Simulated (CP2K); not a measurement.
**Bi under changes of volume**

One of the cells (35.070 Å³/atom); the others are scaled copies at fixed shape and fractional positions:

```
CELL_PARAMETERS angstrom
4.72898 0.00000 0.00000
2.55449 3.97968 0.00000
2.55449 1.39577 3.72688
ATOMIC_POSITIONS crystal
Bi 0.76600 0.76600 0.76600
Bi 0.23400 0.23400 0.23400
```

| Quantity | Value |
| --- | --- |
| Program | CP2K 2026.2 |
| Functional | PBEsol |
| Potentials or basis | POTENTIAL_UZH Bi GTH-PBE-q5; TZVP-MOLOPT-PBE-GTH basis |
| Density cutoff | 6123 eV |
| k mesh | 7 × 7 × 7 |
| Occupations | fermi-dirac, width 0.05 eV |
| Spin | no spin polarisation |

```tsv
volume (Å³/atom)	energy over the lowest point (meV/atom)	pressure (GPa)	gap on the mesh (eV)	largest force (eV/Å)
32.965	54.64	5.7	0.32	0.676
33.667	32.90	4.3	0.31	0.561
34.368	?	?	?	?
35.070	6.79	1.8	0.28	0.353
35.771	1.23	0.8	0.27	0.259
36.472	0.00	-0.2	0.26	0.170
37.174	2.64	-1.0	0.25	0.087
```

What does the run at 34.368 Å³/atom give?

Energy over the lowest point 17.16 meV/atom; pressure 3.0 GPa; gap on the mesh 0.30 eV; largest force 0.454 eV/Å.

Worked out: A Birch-Murnaghan fit of order 3 (a polynomial in V^(-2/3)) to the other rows has its minimum at 36.33 Å³/atom with B0 = V·E''(V) = 47 GPa and B' = 4.6 at fixed shape and positions, which overstates the stiffness. It gives 17.17 meV/atom at 34.368 Å³/atom, against the run's 17.16, and -dE/dV = 3.0 GPa, against 3.0. A straight line through the other rows of the gap, of slope -0.598 eV per unit of ln V, gives 0.30 eV, against the run's 0.30.

Energies are extrapolated to zero smearing.

Caveats: the potentials were made for another functional, which shifts forces and pressure; spin-orbit coupling is left out, which as a rule narrows the gap of such compounds by several tenths of an eV; an odd mesh through Γ misses points on the zone boundary, where band edges often lie; the basis of atomic orbitals isn't converged, which shifts pressures, moduli and gaps.
